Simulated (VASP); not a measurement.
# Ag in VASP: a series of runs, part 2 of 2

VASP 6.6.1. The steps go on from the part before.

## (3) Relaxation of the atoms, PBE

INCAR reads:

```
SYSTEM = Ag
PREC     = Accurate       ! precision mode
ENCUT    = 520            ! plane-wave cutoff, eV
EDIFF    = 1E-6           ! SCF threshold, eV
ISMEAR   = 1              ! smearing method
SIGMA    = 0.1            ! smearing width, eV
LREAL    = .False.        ! projectors in reciprocal space
LASPH    = .True.         ! aspherical terms in the spheres
NELM     = 80             ! most SCF steps
ALGO     = Normal         ! electronic algorithm
ISIF     = 2              ! what is computed and relaxed
LWAVE    = .False.        ! write WAVECAR
LCHARG   = .False.        ! write CHGCAR
LDIPOL   = .True.       
IDIPOL   = 3            
DIPOL    = 0.5 0.5 0.500
GGA      = PE             ! functional
IBRION   = 2              ! ionic algorithm
NSW      = 80             ! ionic steps
EDIFFG   = -0.02          ! ionic threshold
```

KPOINTS reads:

```
regular mesh
0
Gamma
  15 15 1
  0 0 0
```

POSCAR reads:

```
Ag
1.0
    2.9314808700      0.0000000000      0.0000000000
   -1.4657404300      2.5387369000      0.0000000000
    0.0000000000      0.0000000000     19.7870882100
Ag
3
Direct
    0.6666666700      0.3333333300      0.3790350500
    0.3333333300      0.6666666700      0.5000000000
    0.0000000000      0.0000000000      0.6209649500
```

Potentials or basis: VASP PAW PBE potentials, release 64 (Ag).

Command:

```
$ cat potpaw_PBE.64/Ag/POTCAR > POTCAR
$ mpirun -np 1 vasp_std > vasp.out
```

OUTCAR:

```text
SYSTEM = Ag
   PREC = Accurate
   ENCUT = 520
   EDIFF = 1E-6
   ISMEAR = 1
   LREAL = .False.
   LASPH = .True.
   NELM = 80
   ISIF = 2
   GGA = PE
   IBRION = 2
   NSW = 80
   EDIFFG = -0.02

 ion  position               nearest neighbor table
   1  0.667  0.333  0.379-   2 2.93   2 2.93   2 2.93
   2  0.333  0.667  0.500-   1 2.93   3 2.93   1 2.93   3 2.93   3 2.93   1 2.93
   3  0.000  0.000  0.621-   2 2.93   2 2.93   2 2.93

  LATTYP: Found a hexagonal cell.
 ALAT       =     2.9314808700
 C/A-ratio  =     6.7498609363

  Lattice vectors:

 A1 = (   2.9314808700,   0.0000000000,   0.0000000000)
 A2 = (  -1.4657404300,   2.5387369000,   0.0000000000)
 A3 = (   0.0000000000,   0.0000000000,  19.7870882100)

Analysis of symmetry for initial positions (statically):
=====================================================================
 Subroutine PRICEL returns:
 Original cell was already a primitive cell.

 Routine SETGRP: Setting up the symmetry group for a
 hexagonal supercell.

 Subroutine GETGRP returns: Found 12 space group operations
 (whereof  6 operations were pure point group operations)
 out of a pool of 24 trial point group operations.

The static configuration has the point symmetry C_3v.
 The point group associated with its full space group is D_3d.

Analysis of symmetry for dynamics (positions and initial velocities):
=====================================================================
 Subroutine PRICEL returns:
 Original cell was already a primitive cell.

 Routine SETGRP: Setting up the symmetry group for a
[... 138 lines left out ...]
   LEPSILON=     F    determine dielectric tensor
   LRPA    =     F    only Hartree local field effects (RPA)
 conjugate gradient relaxation of ions
 non-spin polarized calculation
 Methfessel and Paxton  Order N= 1 SIGMA  =   0.10
  energy-cutoff  :      520.00
  volume of cell :      147.26
 maximum number of plane-waves:      4049
 NGX is ok and might be reduce to    24
   NGX = 11   NGY = 11   NGZ = 73

 dipolmoment           0.000000      0.000000      0.000000 electrons x Angstroem

--------------------------------------- Ionic step        1  -------------------------------------------

 number of electron      33.0000010 magnetization

 Free energy of the ion-electron system (eV)
  ---------------------------------------------------
  ext. energy  EPLUGINS =         0.00000000
  ---------------------------------------------------
  free energy    TOTEN  =        -7.48670936 eV

  energy without entropy =       -7.48642533  energy(sigma->0) =       -7.48661468

------------------------ aborting loop because EDIFF is reached ----------------------------------------

  FORCE on cell =-STRESS in cart. coord.  units (eV):
  Direction    XX          YY          ZZ          XY          YZ          ZX
  --------------------------------------------------------------------------------------
  -------------------------------------------------------------------------------------
  Total       -1.1306828     -1.1306828     -0.2367542     -0.0000000      0.0000000      0.0000000
  in kB      -12.3016885    -12.3016885     -2.5758559     -0.0000000      0.0000000      0.0000000
  external PRESSURE =      -9.0597443 kB  Pullay stress =       0.0000000 kB
[... 61 lines left out ...]
--------------------------------------- Ionic step        3  -------------------------------------------

 number of electron      33.0000014 magnetization

 dipolmoment           0.000000      0.000000     -0.000000 electrons x Angstroem

 Free energy of the ion-electron system (eV)
  ---------------------------------------------------
  ext. energy  EPLUGINS =         0.00000000
  ---------------------------------------------------
  free energy    TOTEN  =        -7.48724996 eV

  energy without entropy =       -7.48688142  energy(sigma->0) =       -7.48712711

 E-fermi :   0.1107     XC(G=0):  -5.1630

 val. band max:        0.0923368876   @ k =   0.1333   0.1333   0.0000
 cond. band min:       0.1822792068   @ k =   0.2000   0.0667   0.0000
 fundamental gap:      0.0899423191
 Fermi energy:         0.1107108027

 k-point     1 :       0.0000    0.0000    0.0000
  band No.  band energies     occupation
      1      -6.8898      2.00000
      2      -5.9629      2.00000
      3      -5.8296      2.00000
      4      -4.6186      2.00000
      5      -4.6100      2.00000
      6      -4.6100      2.00000
[... 541 lines left out ...]
     19       4.3608      0.00000
     20       5.4701      0.00000

 [... further k-points ...]

------------------------ aborting loop because EDIFF is reached ----------------------------------------

 vacuum level on the upper side and lower side of the slab       (xc-potential included)        -0.157        -0.157

  FORCE on cell =-STRESS in cart. coord.  units (eV):
  Direction    XX          YY          ZZ          XY          YZ          ZX
  --------------------------------------------------------------------------------------
  -------------------------------------------------------------------------------------
  Total       -1.0911605     -1.0911605     -0.1106387     -0.0000000      0.0000000      0.0000000
  in kB      -11.8716906    -11.8716906     -1.2037352     -0.0000000      0.0000000      0.0000000
  external PRESSURE =      -8.3157055 kB  Pullay stress =       0.0000000 kB
[... 18 lines left out ...]
  FREE ENERGIE OF THE ION-ELECTRON SYSTEM (eV)
  ---------------------------------------------------
  free  energy   TOTEN  =        -7.4872499607 eV

  energy  without entropy=       -7.4868814224  energy(sigma->0) =       -7.48712711

 reached required accuracy - stopping structural energy minimisation

 vacuum level on the upper side and lower side of the slab         4.392         4.392
```

OSZICAR:

```text
N       E                     dE             d eps       ncg     rms          rms(c)
DAV:   1     0.201707422421E+03    0.20171E+03   -0.14689E+04  1080   0.137E+03
DAV:   2     0.380349940185E+00   -0.20133E+03   -0.19200E+03  1252   0.288E+02
DAV:   3    -0.793677852568E+01   -0.83171E+01   -0.78654E+01  1212   0.541E+01
DAV:   4    -0.806707081935E+01   -0.13029E+00   -0.13015E+00  1216   0.736E+00
[... 22 lines left out ...]
DAV:   1    -0.748692018049E+01   -0.32724E-04   -0.57715E-01  1080   0.478E+00    0.477E-02
DAV:   2    -0.748725653236E+01   -0.33635E-03   -0.34020E-03  1184   0.569E-01    0.317E-02
DAV:   3    -0.748725144423E+01    0.50881E-05   -0.59918E-05  1172   0.678E-02    0.204E-02
DAV:   4    -0.748725029165E+01    0.11526E-05   -0.18473E-05  1136   0.353E-02    0.335E-03
DAV:   5    -0.748724996067E+01    0.33098E-06   -0.12847E-06   672   0.873E-03
   3 F= -.74872500E+01 E0= -.74871271E+01  d E =-.540600E-03
```

Run time: 85 s. Hardware: 1 thread of Intel Xeon Platinum 8488C (Sapphire Rapids), shared host; peak memory 0.3 GiB.

Results:

* Free energy: -7.4872 eV
* Energy gained by relaxing: 0.2 meV/atom
* Ionic steps: 3
* Largest force after relaxing: 0.018 eV/Å
* Band gap on the k mesh: none (metal or under the smearing width)

Forces in eV/Å, atoms in the order of the input:
```
Ag   0.000  0.000  0.018
Ag   0.000  0.000  0.000
Ag   0.000  0.000 -0.018
```

Step by step:
```csv
step,energy change (eV),largest force (eV/Å),pressure (GPa)
1,0.0000,0.0444,-0.91
2,-0.0002,0.0373,-0.89
3,-0.0005,0.0180,-0.83
```

Final structure:
```
CELL_PARAMETERS angstrom
2.93148 0.00000 0.00000
-1.46574 2.53874 0.00000
0.00000 0.00000 19.78709
ATOMIC_POSITIONS crystal
Ag 0.66667 0.33333 0.37947
Ag 0.33333 0.66667 0.50000
Ag 0.00000 0.00000 0.62053
```

## (4) Single point, PBE

INCAR reads:

```
SYSTEM = Ag
  ALGO = Normal
  DIPOL = 0.5 0.5 0.500
  EDIFF = 1E-7
  ENCUT = 520
  GGA = PE
  ICORELEVEL = 1
  IDIPOL = 3
  ISIF = 2
  ISMEAR = 1
  LASPH = .TRUE.
  LCHARG = .FALSE.
  LDIPOL = .TRUE.
  LREAL = .FALSE.
  LVACPOTAV = .TRUE.
  LVHAR = .TRUE.
  LWAVE = .FALSE.
  NBANDS = 24
  NELM = 80
  PREC = Accurate
  SIGMA = 0.1
```

KPOINTS reads:

```
k-points
0
G
  15 15 1
  0 0 0
```

POSCAR reads:

```
Ag                                      
1.0
    2.9314808700      0.0000000000      0.0000000000
   -1.4657404300      2.5387369000      0.0000000000
    0.0000000000      0.0000000000     19.7870882100
  Ag            
     3
Direct
     0.6666666699999979    0.3333333300000021    0.3794682389311471
     0.3333333300000021    0.6666666699999979    0.5000000000000000
     0.0000000000000000    0.0000000000000000    0.6205317610688529
```

Potentials or basis: VASP PAW PBE potentials, release 64 (Ag).

Command:

```
$ cat potpaw_PBE.64/Ag/POTCAR > POTCAR
$ mpirun -np 1 vasp_std > vasp.out
```

OUTCAR:

```text
SYSTEM = Ag
   EDIFF = 1E-7
   ENCUT = 520
   GGA = PE
   ISIF = 2
   ISMEAR = 1
   LASPH = .TRUE.
   LREAL = .FALSE.
   NELM = 80
   PREC = Accurate

 ion  position               nearest neighbor table
   1  0.667  0.333  0.379-   2 2.92   2 2.92   2 2.92
   2  0.333  0.667  0.500-   1 2.92   3 2.92   1 2.92   3 2.92   3 2.92   1 2.92
   3  0.000  0.000  0.621-   2 2.92   2 2.92   2 2.92

  LATTYP: Found a hexagonal cell.
 ALAT       =     2.9314808700
 C/A-ratio  =     6.7498609363

  Lattice vectors:

 A1 = (   2.9314808700,   0.0000000000,   0.0000000000)
 A2 = (  -1.4657404300,   2.5387369000,   0.0000000000)
 A3 = (   0.0000000000,   0.0000000000,  19.7870882100)

Analysis of symmetry for initial positions (statically):
=====================================================================
 Subroutine PRICEL returns:
 Original cell was already a primitive cell.

 Routine SETGRP: Setting up the symmetry group for a
 hexagonal supercell.

 Subroutine GETGRP returns: Found 12 space group operations
 (whereof  6 operations were pure point group operations)
 out of a pool of 24 trial point group operations.

The static configuration has the point symmetry C_3v.
 The point group associated with its full space group is D_3d.

Analysis of symmetry for dynamics (positions and initial velocities):
=====================================================================
 Subroutine PRICEL returns:
 Original cell was already a primitive cell.

 Routine SETGRP: Setting up the symmetry group for a
 hexagonal supercell.

 Subroutine GETGRP returns: Found 12 space group operations
 (whereof  6 operations were pure point group operations)
 out of a pool of 24 trial point group operations.

The dynamic configuration has the point symmetry C_3v.
 The point group associated with its full space group is D_3d.

[... 129 lines left out ...]
   LEPSILON=     F    determine dielectric tensor
   LRPA    =     F    only Hartree local field effects (RPA)
 non-spin polarized calculation
 Methfessel and Paxton  Order N= 1 SIGMA  =   0.10
  energy-cutoff  :      520.00
  volume of cell :      147.26
 maximum number of plane-waves:      4049
 NGX is ok and might be reduce to    24
   NGX = 11   NGY = 11   NGZ = 73

 dipolmoment           0.000000      0.000000      0.000000 electrons x Angstroem

 number of electron      33.0000014 magnetization

 dipolmoment           0.000000      0.000000     -0.000000 electrons x Angstroem

 Free energy of the ion-electron system (eV)
  ---------------------------------------------------
  ext. energy  EPLUGINS =         0.00000000
  ---------------------------------------------------
  free energy    TOTEN  =        -7.48725026 eV

  energy without entropy =       -7.48688225  energy(sigma->0) =       -7.48712759

 the core state eigenenergies are
   1-  1s -25321.9848  2s  -3725.6331  2p  -3341.1395  3s   -680.5254  3p   -554.2919
       3d   -355.3752  4s    -91.7406  4p    -55.2005
   2-  1s -25322.2054  2s  -3725.8687  2p  -3341.3736  3s   -680.7624  3p   -554.5290
       3d   -355.6129  4s    -91.9770  4p    -55.4345
   3-  1s -25321.9848  2s  -3725.6331  2p  -3341.1395  3s   -680.5254  3p   -554.2919
       3d   -355.3752  4s    -91.7406  4p    -55.2005

 E-fermi :   0.1097     XC(G=0):  -5.1631

 val. band max:        0.0913571944   @ k =   0.1333   0.1333   0.0000
 cond. band min:       0.1812997721   @ k =   0.2000   0.0667   0.0000
 fundamental gap:      0.0899425777
 Fermi energy:         0.1097275028

 k-point     1 :       0.0000    0.0000    0.0000
  band No.  band energies     occupation
      1      -6.8906      2.00000
      2      -5.9638      2.00000
      3      -5.8305      2.00000
      4      -4.6195      2.00000
      5      -4.6109      2.00000
      6      -4.6109      2.00000
[... 637 lines left out ...]
     23       8.5004      0.00000
     24       8.8968      0.00000

 [... further k-points ...]

------------------------ aborting loop because EDIFF is reached ----------------------------------------

  FORCE on cell =-STRESS in cart. coord.  units (eV):
  Direction    XX          YY          ZZ          XY          YZ          ZX
  --------------------------------------------------------------------------------------
  -------------------------------------------------------------------------------------
  Total       -1.0905541     -1.0905541     -0.1096580     -0.0000000      0.0000000     -0.0000000
  in kB      -11.8650933    -11.8650932     -1.1930657     -0.0000000      0.0000000     -0.0000000
  external PRESSURE =      -8.3077507 kB  Pullay stress =       0.0000000 kB

 VOLUME and BASIS-vectors are now :
 -----------------------------------------------------------------------------
  energy-cutoff  :      520.00
  volume of cell :      147.26
      direct lattice vectors                 reciprocal lattice vectors
     2.931480870  0.000000000  0.000000000     0.341124518  0.196948332  0.000000000
    -1.465740430  2.538736900  0.000000000     0.000000000  0.393896666  0.000000000
     0.000000000  0.000000000 19.787088210     0.000000000  0.000000000  0.050538007

 POSITION                                       TOTAL-FORCE (eV/Angst)
 -----------------------------------------------------------------------------------
      1.46574      0.84625      7.50857         0.000000     -0.000000      0.017878
     -0.00000      1.69249      9.89354        -0.000000     -0.000000      0.000000
      0.00000      0.00000     12.27852         0.000000      0.000000     -0.017878
 -----------------------------------------------------------------------------------
    total drift:                               -0.000000      0.000000      0.000000

  FREE ENERGIE OF THE ION-ELECTRON SYSTEM (eV)
  ---------------------------------------------------
  free  energy   TOTEN  =        -7.4872502604 eV

  energy  without entropy=       -7.4868822542  energy(sigma->0) =       -7.48712759

 vacuum level on the upper side and lower side of the slab         4.523         4.523
```

Run time: 90 s. Hardware: 1 thread of Intel Xeon Platinum 8488C (Sapphire Rapids), shared host; peak memory 0.3 GiB.

Results:

| Quantity | Value |
| --- | --- |
| Free energy | -7.4873 eV |
| Largest force | 0.018 eV/Å |
| Band gap on the k mesh | none (metal or under the smearing width) |
| Work function of the upper face | 4.41 eV |
| Work function of the lower face | 4.41 eV |

Forces in eV/Å, atoms in the order of the input:
```
Ag   0.000  0.000  0.018
Ag   0.000  0.000  0.000
Ag   0.000  0.000 -0.018
```

Core levels (eV, on the scale of the bands):
```
atom                                                                                    levels
1 Ag  1s -25322.0, 2s -3725.6, 2p -3341.1, 3s -680.5, 3p -554.3, 3d -355.4, 4s -91.7, 4p -55.2
2 Ag  1s -25322.2, 2s -3725.9, 2p -3341.4, 3s -680.8, 3p -554.5, 3d -355.6, 4s -92.0, 4p -55.4
3 Ag  1s -25322.0, 2s -3725.6, 2p -3341.1, 3s -680.5, 3p -554.3, 3d -355.4, 4s -91.7, 4p -55.2
```
